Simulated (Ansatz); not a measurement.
# Sn: how the settings move a relaxation

How sensitive is a relaxation of Sn to its settings? A reference run comes first, then one run with altered input.

Program: Ansatz 0.2.0. Level of theory: reference: DFT, LDA, PAW with Ansatz's default frozen-core files, scalar-relativistic; relaxation of cell and atoms. These are calculated values, not measurements.

1 further run of the same task is left out (set aside as unsound or not needed).

### 1 The starting structure

Symmetry: Im-3m, No. 229, cubic system. The conventional cell has a = 3.789 Å, b = 3.789 Å, c = 3.789 Å, α = 90.00°, β = 90.00°, γ = 90.00°. Around Sn (site symmetry m-3m) lie 8 Sn at 3.28 Å.

As a file:

```
Sn
1.0
    -1.89465    1.89465    1.89465
     1.89465   -1.89465    1.89465
     1.89465    1.89465   -1.89465
Sn
1
Direct
  0.00000 0.00000 0.00000
```

### 2 Reference

Input file input.yaml:

```yaml
crystal:
  lattice:
    - [-1.8946518192, 1.8946518192, 1.8946518192]
    - [1.8946518192, -1.8946518192, 1.8946518192]
    - [1.8946518192, 1.8946518192, -1.8946518192]
  atoms:
    - { symbol: Sn, position: [0.0, 0.0, 0.0] }
kpoints:
  mp_grid: { grid: [14, 14, 14] }
scf:
  occupations: { method: fermi_dirac, width: 0.1 }
hamiltonian:
  xc: lda
  pseudopotentials: { kind: paw }
relax:
  f_tol: 0.002
  max_steps: 80
  cell: {}
output:
  forces: true
  stress: true
  write_density: true
  write_potential: true
  elf: true
  volumetric_format: npy
```

The run is started by

```sh
$ ansatz run input.yaml --threads 1 --pin off --max-ram 2560MiB --backend cpu --events-out ev --progress --plain --runs-dir out
```

### 3 Changing settings: mp_grid.grid [11, 11, 11], mp_grid.shift [0.5, 0.5, 0.5]

input.yaml: that of step 2 with these lines changed.

```diff
@@ -8,3 +8,3 @@
 kpoints:
-  mp_grid: { grid: [14, 14, 14] }
+  mp_grid: { grid: [11, 11, 11], shift: [0.5, 0.5, 0.5] }
 scf:
@@ -21,5 +21 @@
   stress: true
-  write_density: true
-  write_potential: true
-  elf: true
-  volumetric_format: npy
```

Before running it: what results should come out? Wanted: for each run, ending; energy change; pressure; gap; force.

The runs gave:

| run | ending | energy change | pressure (GPa) | gap (eV) | force (eV/Å) | cycles | time |
| --- | --- | --- | --- | --- | --- | --- | --- |
| reference | converged | 0 | 0.0 | 0.00 | 0.00 | 21 | 6.2 s |
| 1: mp_grid.grid [11, 11, 11], mp_grid.shift [0.5, 0.5, 0.5] | converged | -3.6 meV/atom | 0.0 | 0.00 | 0.00 | 21 | 3.1 s |

Times don't compare one to one where runs were asked for different outputs or read a saved state (see the inputs); cycles may leave out searches for a lower state.

What this shows: Changing the k-point mesh moves the energy by -3.6 meV/atom, and the final volume goes from 25.46 to 25.52 Å³. Sampling errors of the energy have no fixed sign.
